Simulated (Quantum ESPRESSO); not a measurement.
## TiNi under changes of volume

One of the cells (13.340 Å³/atom); the others are scaled copies at fixed shape and fractional positions:

```xyz
2
Lattice="2.9881 0.0000 0.0000 0.0000 2.9881 0.0000 0.0000 0.0000 2.9881" Properties=species:S:1:pos:R:3 pbc="T T T"
Ni    0.0000    0.0000    0.0000
Ti    1.4940    1.4940    1.4940
```

The cell comes from a database or a generator and needn't be the stable form of this composition.

| Item | Value |
| --- | --- |
| Program | Quantum ESPRESSO 7.5 |
| Functional | LDA |
| Potentials or basis | GBRV 1.5 LDA |
| Cutoff | 612 eV |
| Density cutoff | 4898 eV |
| k mesh | 9 × 9 × 9 |
| Occupations | fermi-dirac, width 0.05 eV |
| Spin | collinear spin, ferromagnetic start |
| Starting moments | [1.0, 1.0] μB |

```tsv
volume (Å³/atom)	energy over the lowest point (meV/atom)	pressure (GPa)
12.539	?	?
12.806	0.00	-2.0
13.073	6.16	-5.5
13.340	17.98	-8.8
13.606	34.88	-11.6
13.873	56.32	-14.2
14.140	81.84	-16.5
```

Question: What does the run at 12.539 Å³/atom give?

Answer: Energy over the lowest point 0.14 meV/atom; pressure 2.1 GPa.

Worked out: A Birch-Murnaghan fit of order 3 (a polynomial in V^(-2/3)) to the other rows has its minimum at 12.68 Å³/atom, just outside them, with B0 = V·E''(V) = 192 GPa and B' = 4.4. It gives 0.25 meV/atom at 12.539 Å³/atom, against the run's 0.14, and -dE/dV = 2.2 GPa, against 2.1.

Energies are extrapolated to zero smearing.
